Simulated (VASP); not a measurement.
# Sr in VASP: convergence with empty bands

Sr:

```xyz
1
Lattice="-2.3475 2.4208 2.4215 2.4701 -2.4492 2.5726 2.3146 2.4163 -2.4499" Properties=species:S:1:pos:R:3 pbc="T T T"
Sr   -0.0124   -0.0129    0.0121
```

The cell isn't the ideal one: cell strained at random at fixed volume.

```yaml
Program: VASP 6.6.1
Task: single point
Functional: r2SCAN
Potentials_or_basis: VASP PAW PBE potentials, release 64 (Sr_sv)
Cutoff: 520 eV
k_mesh: 6 × 6 × 6
Occupations: methfessel-paxton, width 0.1 eV
Spin: no spin polarisation
```

These are the settings of the first run; the series varies empty bands, with any setting tied to it.

Hardware: 1 thread of Intel(R) Xeon(R) Platinum 8488C (Sapphire Rapids), with other jobs on the host.

```
empty bands  energy less the tightest run, at zero smearing (meV/atom)  pressure (GPa)  SCF cycles  CPU time (s)  peak memory (GiB)
          1                                                       0.00           -0.33          22            96               0.21
          2                                                       0.00           -0.34          33           190               0.21
          3                                                       0.00           -0.34          32           190               0.22
          4                                                       0.00           -0.34          27           180               0.21
          6                                                      -0.02           -0.31          22           160               0.22
         10                                                       0.02           -0.39          28           290               0.23
         16                                                       0.00           -0.33          26           370               0.25
```

Against the tightest run, the energy stays within 1 meV/atom from 1 on; the pressure stays within 0.1 GPa from 1 on. The tightest run that finished is the yardstick and may itself not be fully converged.

Caveat, for the tightest run too: the PAW data sets were made with another functional, which shifts forces and pressure a little.
